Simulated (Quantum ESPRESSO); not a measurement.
# Al (P6/mmm) in Quantum ESPRESSO: further runs

Aim: see how the results for Al move with the level of theory and the settings. Levels: LDA, PBE. Tasks: Wannier functions, energy-loss spectrum.

Program: Quantum ESPRESSO 7.5. These are calculated values, not measurements. Logs are shortened: lines on timing, memory, paths and dates and some standing lists are left out, and cuts for length are marked.

## (1) Starting point

It takes space group P6/mmm (No. 191, hexagonal). Conventional cell: a = 4.547 Å, b = 4.547 Å, c = 2.754 Å, α = 90.00°, β = 90.00°, γ = 120.00°. Around Al (site symmetry -6m2) lie 5 Al at 2.63 to 2.75 Å.

The cell was built by a generator and needn't be a form met in nature.

## (2) Wannier functions, LDA

pw.in reads:

```
&CONTROL
  calculation = 'scf'
  prefix = 'pwscf'
  outdir = './tmp'
  pseudo_dir = './pseudo'
  tprnfor = .true.
  tstress = .true.
  disk_io = 'low'
/
&SYSTEM
  ibrav = 0
  celldm(1) = 8
  nat = 2
  ntyp = 1
  ecutwfc = 44
  nbnd = 8
  occupations = 'smearing'
  smearing = 'fd'
  degauss = 0.00367493
/
&ELECTRONS
  conv_thr = 4d-10
  electron_maxstep = 120
  mixing_beta = 0.5
/
ATOMIC_SPECIES
Al    26.9815 Al.upf
CELL_PARAMETERS alat
  1.0740093078275   0.0000000000000   0.0000000000000
 -0.5370058349926   0.9301184742255   0.0000000000000
  0.0000000000000   0.0000000000000   0.6505216832988
ATOMIC_POSITIONS crystal
Al     0.3333300000    0.6666700000    0.5000000000
Al     0.6666700000    0.3333300000    0.5000000000
K_POINTS automatic
6 6 8 0 0 0
```

nscf.in reads:

```
&CONTROL
  calculation = 'nscf'
  prefix = 'pwscf'
  outdir = './tmp'
  pseudo_dir = './pseudo'
  disk_io = 'low'
/
&SYSTEM
  ibrav = 0
  celldm(1) = 8
  nat = 2
  ntyp = 1
  ecutwfc = 44
  nbnd = 16
  occupations = 'smearing'
  smearing = 'fd'
  degauss = 0.00367493
  nosym = .true.
  noinv = .true.
/
&ELECTRONS
  conv_thr = 1d-09
  electron_maxstep = 120
  mixing_beta = 0.5
  diago_full_acc = .true.
  startingwfc = 'random'
/
ATOMIC_SPECIES
Al    26.9815 Al.upf
CELL_PARAMETERS alat
  1.0740093078275   0.0000000000000   0.0000000000000
 -0.5370058349926   0.9301184742255   0.0000000000000
  0.0000000000000   0.0000000000000   0.6505216832988
ATOMIC_POSITIONS crystal
Al     0.3333300000    0.6666700000    0.5000000000
Al     0.6666700000    0.3333300000    0.5000000000
K_POINTS crystal
96
  0.00000000   0.00000000   0.00000000 1.04166667e-02
  0.00000000   0.00000000   0.16666667 1.04166667e-02
  0.00000000   0.00000000   0.33333333 1.04166667e-02
  0.00000000   0.00000000   0.50000000 1.04166667e-02
  0.00000000   0.00000000   0.66666667 1.04166667e-02
  0.00000000   0.00000000   0.83333333 1.04166667e-02
[... 88 lines left out ...]
  0.75000000   0.75000000   0.66666667 1.04166667e-02
  0.75000000   0.75000000   0.83333333 1.04166667e-02
```

pw2wan.in reads:

```
&INPUTPP
  prefix = 'pwscf'
  outdir = './tmp'
  seedname = 'w'
  write_mmn = .true.
  write_amn = .true.
/
```

bands.in reads:

```
&CONTROL
  calculation = 'bands'
  prefix = 'pwscf'
  outdir = './tmp'
  pseudo_dir = './pseudo'
  disk_io = 'low'
/
&SYSTEM
  ibrav = 0
  celldm(1) = 8
  nat = 2
  ntyp = 1
  ecutwfc = 44
  nbnd = 16
  occupations = 'smearing'
  smearing = 'fd'
  degauss = 0.00367493
/
&ELECTRONS
  conv_thr = 1d-08
  electron_maxstep = 120
  mixing_beta = 0.5
  diago_full_acc = .true.
  startingwfc = 'random'
/
ATOMIC_SPECIES
Al    26.9815 Al.upf
CELL_PARAMETERS alat
  1.0740093078275   0.0000000000000   0.0000000000000
 -0.5370058349926   0.9301184742255   0.0000000000000
  0.0000000000000   0.0000000000000   0.6505216832988
ATOMIC_POSITIONS crystal
Al     0.3333300000    0.6666700000    0.5000000000
Al     0.6666700000    0.3333300000    0.5000000000
K_POINTS crystal
90
  0.00000000   0.00000000   0.00000000 1
  0.05555600   0.00000000   0.00000000 1
  0.11111100   0.00000000   0.00000000 1
  0.16666700   0.00000000   0.00000000 1
  0.22222200   0.00000000   0.00000000 1
  0.27777800   0.00000000   0.00000000 1
[... 82 lines left out ...]
  0.33333300   0.33333300   0.46153800 1
  0.33333300   0.33333300   0.50000000 1
```

w.win reads:

```
num_wann = 8
num_bands = 16
guiding_centres = true
dis_froz_max = 6.67
dis_num_iter = 600
dis_mix_ratio = 0.5
dis_conv_tol = 1.0d-9
num_iter = 1200
search_shells = 100
kmesh_tol = 1.0d-4
conv_tol = 1.0d-8
conv_window = 4
num_print_cycles = 200
fermi_energy = 3.6651
bands_plot = true
write_hr = true
mp_grid = 4 4 6
begin projections
Al: s;p
end projections
begin unit_cell_cart
ang
  4.5467300000   0.0000000000   0.0000000000
 -2.2733700000   3.9375800000   0.0000000000
  0.0000000000   0.0000000000   2.7539300000
end unit_cell_cart
begin atoms_frac
Al   0.3333300000   0.6666700000   0.5000000000
Al   0.6666700000   0.3333300000   0.5000000000
end atoms_frac
begin kpoint_path
G   0.0000000000   0.0000000000   0.0000000000  M   0.5000000000   0.0000000000   0.0000000000
M   0.5000000000   0.0000000000   0.0000000000  K   0.3333333333   0.3333333333   0.0000000000
K   0.3333333333   0.3333333333   0.0000000000  G   0.0000000000   0.0000000000   0.0000000000
G   0.0000000000   0.0000000000   0.0000000000  A   0.0000000000   0.0000000000   0.5000000000
A   0.0000000000   0.0000000000   0.5000000000  L   0.5000000000   0.0000000000   0.5000000000
L   0.5000000000   0.0000000000   0.5000000000  H   0.3333333333   0.3333333333   0.5000000000
H   0.3333333333   0.3333333333   0.5000000000  A   0.0000000000   0.0000000000   0.5000000000
L   0.5000000000   0.0000000000   0.5000000000  M   0.5000000000   0.0000000000   0.0000000000
K   0.3333333333   0.3333333333   0.0000000000  H   0.3333333333   0.3333333333   0.5000000000
end kpoint_path
bands_num_points = 9
begin kpoints
  0.00000000   0.00000000   0.00000000
  0.00000000   0.00000000   0.16666667
  0.00000000   0.00000000   0.33333333
  0.00000000   0.00000000   0.50000000
  0.00000000   0.00000000   0.66666667
  0.00000000   0.00000000   0.83333333
[... 88 lines left out ...]
  0.75000000   0.75000000   0.66666667
  0.75000000   0.75000000   0.83333333
end kpoints
```

Potentials or basis: PseudoDojo 0.4.1 SR LDA standard.

Command:

```console
OMP_NUM_THREADS=1 pw.x -in pw.in > pw.out
OMP_NUM_THREADS=1 pw.x -in nscf.in > nscf.out
wannier90.x -pp w
OMP_NUM_THREADS=1 pw2wannier90.x -in pw2wan.in > pw2wan.out
wannier90.x w
OMP_NUM_THREADS=1 pw.x -in bands.in > bands.out
```

pw.out:

```text
This program is part of the open-source Quantum ESPRESSO suite
     for quantum simulation of materials; please cite
         "P. Giannozzi et al., J. Phys.:Condens. Matter 21 395502 (2009);
         "P. Giannozzi et al., J. Phys.:Condens. Matter 29 465901 (2017);
         "P. Giannozzi et al., J. Chem. Phys. 152 154105 (2020);
     in publications or presentations arising from this work. More details at

     Message from routine setup:
     using ibrav=0 with symmetry is DISCOURAGED, use correct ibrav instead

     G-vector sticks info
     --------------------
     sticks:   dense  smooth     PW     G-vecs:    dense   smooth      PW
     Sum         889     889    295                13053    13053    2419

     Using Slab Decomposition

     bravais-lattice index     =            0
     lattice parameter (alat)  =       8.0000  a.u.
     unit-cell volume          =     332.7193 (a.u.)^3
     number of atoms/cell      =            2
     number of atomic types    =            1
     number of electrons       =         6.00
     number of Kohn-Sham states=            8
     kinetic-energy cutoff     =      44.0000  Ry
     charge density cutoff     =     176.0000  Ry
     scf convergence threshold =      4.0E-10
     mixing beta               =       0.5000
     number of iterations used =            8  plain     mixing
     Exchange-correlation= SLA  PW   NOGX NOGC
                           (   1   4   0   0   0   0   0)

     celldm(1)=   8.000000  celldm(2)=   0.000000  celldm(3)=   0.000000
     celldm(4)=   0.000000  celldm(5)=   0.000000  celldm(6)=   0.000000

     crystal axes: (cart. coord. in units of alat)
               a(1) = (   1.074009   0.000000   0.000000 )
               a(2) = (  -0.537006   0.930118   0.000000 )
               a(3) = (   0.000000   0.000000   0.650522 )

     reciprocal axes: (cart. coord. in units 2 pi/alat)
               b(1) = (  0.931091  0.537567 -0.000000 )
               b(2) = (  0.000000  1.075132  0.000000 )
               b(3) = (  0.000000 -0.000000  1.537228 )

     PseudoPot. # 1 for Al read from file:
     Al.upf
     Pseudo is Norm-conserving + core correction, Zval =  3.0
     Generated using ONCVPSP code by D. R. Hamann
     Using radial grid of 1854 points,  6 beta functions with:
                l(1) =   0
                l(2) =   0
                l(3) =   1
                l(4) =   1
                l(5) =   2
                l(6) =   2

     atomic species   valence    mass     pseudopotential
     Al                3.00    26.98150     Al( 1.00)

      4 Sym. Ops., with inversion, found

   Cartesian axes

     site n.     atom                  positions (alat units)
         1        Al     tau(   1) = (  -0.0000062   0.6200821   0.3252608  )
         2        Al     tau(   2) = (   0.5370096   0.3100364   0.3252608  )

     number of k points=   100  Fermi-Dirac smearing, width (Ry)=  0.0037

     Number of k-points >= 100: set verbosity='high' to print them.

     Dense  grid:    13053 G-vectors     FFT dimensions: (  40,  40,  24)

     Initial potential from superposition of free atoms

     starting charge       5.9956, renormalised to       6.0000
     Starting wfcs are    8 randomized atomic wfcs

     Self-consistent Calculation

     iteration #  1     ecut=    44.00 Ry     beta= 0.50
     Davidson diagonalization with overlap
     ethr =  1.00E-02,  avg # of iterations =  5.7

     Threshold (ethr) on eigenvalues was too large:
     Diagonalizing with lowered threshold

     Davidson diagonalization with overlap
     c_bands:  1 eigenvalues not converged
     ethr =  2.38E-04,  avg # of iterations =  5.4

     total energy              =      -9.37019296 Ry
     estimated scf accuracy    <       0.01498924 Ry

     iteration #  2     ecut=    44.00 Ry     beta= 0.50
     Davidson diagonalization with overlap
     ethr =  2.50E-04,  avg # of iterations =  1.1

     total energy              =      -9.36976390 Ry
     estimated scf accuracy    <       0.00307237 Ry

     iteration #  3     ecut=    44.00 Ry     beta= 0.50
     Davidson diagonalization with overlap
     ethr =  5.12E-05,  avg # of iterations =  2.5

     total energy              =      -9.36985901 Ry
     estimated scf accuracy    <       0.00002429 Ry

     iteration #  4     ecut=    44.00 Ry     beta= 0.50
     Davidson diagonalization with overlap
     ethr =  4.05E-07,  avg # of iterations =  5.8

     total energy              =      -9.36986691 Ry
     estimated scf accuracy    <       0.00000028 Ry

     iteration #  5     ecut=    44.00 Ry     beta= 0.50
     Davidson diagonalization with overlap
     ethr =  4.73E-09,  avg # of iterations =  3.1

     total energy              =      -9.36986711 Ry
     estimated scf accuracy    <       0.00000002 Ry

     iteration #  6     ecut=    44.00 Ry     beta= 0.50
     Davidson diagonalization with overlap
     ethr =  3.14E-10,  avg # of iterations =  2.1

     total energy              =      -9.36986711 Ry
     estimated scf accuracy    <          8.1E-10 Ry

     iteration #  7     ecut=    44.00 Ry     beta= 0.50
     Davidson diagonalization with overlap
     ethr =  1.35E-11,  avg # of iterations =  2.8

     End of self-consistent calculation

     Number of k-points >= 100: set verbosity='high' to print the bands.

     the Fermi energy is     3.6651 ev

!    total energy              =      -9.36986711 Ry
     estimated scf accuracy    <          1.5E-10 Ry
     smearing contrib. (-TS)   =      -0.00060545 Ry
     internal energy E=F+TS    =      -9.36926166 Ry

     The total energy is F=E-TS. E is the sum of the following terms:
     one-electron contribution =       3.24232836 Ry
     hartree contribution      =       0.44365406 Ry
     xc contribution           =      -4.23872091 Ry
     ewald contribution        =      -8.81652318 Ry

     convergence has been achieved in   7 iterations

     Forces acting on atoms (cartesian axes, Ry/au):

     atom    1 type  1   force =     0.00000983   -0.00000561    0.00000000
     atom    2 type  1   force =    -0.00000983    0.00000561    0.00000000

     Total force =     0.000016     Total SCF correction =     0.000001

     Computing stress (Cartesian axis) and pressure

          total   stress  (Ry/bohr**3)                   (kbar)     P=      -21.38
  -0.00014403   0.00000006   0.00000000          -21.19        0.01        0.00
   0.00000006  -0.00014397   0.00000000            0.01      -21.18        0.00
   0.00000000   0.00000000  -0.00014797            0.00        0.00      -21.77

=------------------------------------------------------------------------------=
   JOB DONE.
=------------------------------------------------------------------------------=
```

It took 2.1 min on 1 thread of Intel Xeon Platinum 8259CL at 2.50GHz (Skylake/Cascade Lake), shared host; peak memory 0.09 GiB.

Results:

```yaml
Free_energy: -127.4835 eV
Pressure: -2.1 GPa
Band_gap_on_the_k_mesh: none (metal or under the smearing width)
Total_Wannier_spread: 14.51 Å² over 8 functions
RMS_miss_of_the_Wannier_bands: 0.051 eV
```

Levels at the corners of the path, in eV from the Fermi level:
| point | band 1 | band 2 | band 3 | band 4 | band 5 | band 6 | band 7 |
| --- | --- | --- | --- | --- | --- | --- | --- |
| Γ | -8.73 | -0.78 | -0.78 | -0.60 | 2.28 | 2.28 | 5.39 |
| M | -7.15 | -5.79 | -1.85 | 0.12 | 6.92 | 7.36 | 7.48 |
| K | -6.39 | -6.39 | -3.27 | 4.02 | 4.02 | 4.42 | 10.41 |
| Γ | -8.73 | -0.78 | -0.78 | -0.60 | 2.28 | 2.28 | 5.39 |
| A | -4.45 | -3.47 | 2.39 | 2.39 | 2.67 | 5.50 | 5.50 |
| L | -2.83 | -2.08 | -1.61 | -0.73 | 1.46 | 4.31 | 4.64 |
| H | -2.07 | -2.07 | -1.38 | -1.37 | 0.26 | 2.78 | 7.71 |
| A | -4.45 | -3.47 | 2.39 | 2.39 | 2.67 | 5.50 | 5.50 |
| L | -2.83 | -2.08 | -1.61 | -0.73 | 1.46 | 4.31 | 4.64 |
| M | -7.15 | -5.79 | -1.85 | 0.12 | 6.92 | 7.36 | 7.48 |
| K | -6.39 | -6.39 | -3.27 | 4.02 | 4.02 | 4.42 | 10.41 |
| H | -2.07 | -2.07 | -1.38 | -1.37 | 0.26 | 2.78 | 7.71 |

Wannier functions:
| function | nearest atom | distance (Å) | spread (Å²) | on-site energy from the reference level (eV) |
| --- | --- | --- | --- | --- |
| 1 | 1 Al | 0.81 | 1.71 | 2.06 |
| 2 | 1 Al | 0.49 | 2.13 | 3.36 |
| 3 | 1 Al | 0.81 | 1.71 | 2.06 |
| 4 | 1 Al | 0.81 | 1.71 | 2.06 |
| 5 | 2 Al | 0.81 | 1.71 | 2.06 |
| 6 | 2 Al | 0.49 | 2.13 | 3.36 |
| 7 | 2 Al | 0.81 | 1.71 | 2.06 |
| 8 | 2 Al | 0.81 | 1.71 | 2.06 |

Parts of the spread (Å²): invariant 12.04, diagonal 0.024, off-diagonal 2.45, total 14.51. Against the direct bands the interpolation misses by 51 meV (root mean square) and 245 meV at most, for states up to 1 eV over the reference level.

(Continued in part 2 of 4.)
